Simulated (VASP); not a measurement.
Runs of VASP 6.6.1 on Li. The structure is cubic, space group Fm-3m (No. 225). Conventional cell: a = 4.404 Å, b = 4.404 Å, c = 4.404 Å, α = 90.00°, β = 90.00°, γ = 90.00°. Li (site symmetry m-3m) is surrounded by 12 Li at 3.11 Å. This isn't the form of Li at room conditions, which is bcc.

| task | level | potentials or basis | cell | k mesh | cutoff (eV) | smearing | grid for exact exchange (PRECFOCK) | exchange at q = 0 | screening parameter | optimiser | other keys | mesh quality | gap on the mesh (eV) | pressure (GPa) | relaxed volume (Å³/atom) |
| --- | --- | --- | --- | --- | --- | --- | --- | --- | --- | --- | --- | --- | --- | --- | --- |
| single point | RPBE | VASP PAW PBE potentials, release 64 (Li_sv) | as given | 10 × 10 × 10 | 520 | gaussian 0.05 eV | - | - | - | - | - | not flagged | none | - | - |
| single point | LDA | VASP PAW LDA potentials, release 54 (Li_sv) | as given | 10 × 10 × 10 | 520 | gaussian 0.02 eV | - | - | - | - | - | not flagged | none | - | - |
| relaxation of cell and atoms | HSE06+D3(BJ) | VASP PAW PBE potentials, release 64 (Li_sv) | relaxed | 5 × 5 × 5 | 600 | fermi-dirac 0.1 eV | Fast | - | 0.2 1/A | - | - | coarse | none | 0.1 | (a) |
| relaxation of cell and atoms | r2SCAN | VASP PAW PBE potentials, release 64 (Li_sv) | relaxed | 10 × 10 × 10 | 600 | gaussian 0.1 eV | - | - | - | LBFGS | - | not flagged | none | 0.0 | 20.77 |

Alike in all rows: no spin polarisation.

Task: Fill in the values left out.

Result: (a) 17.65.

Caveats: some runs use coarse meshes; the cutoff is under 1.25 times the usual one of these potentials, so pressure, stress and relaxed cells hold a basis-set (Pulay) error; the PAW data sets were made with another functional, which shifts forces and pressure a little (some runs); the volume moved by over 15 % at a fixed basis, so the end points are rough (some runs); the volume moved by -17 % from the deposited cell, more than functionals usually miss (some runs); pairwise dispersion overbinds metals, which lowers pressure and volume (some runs).

A gap of «none» marks a metal or a gap under the smearing width.

Runs at the PBE level aren't shown here.
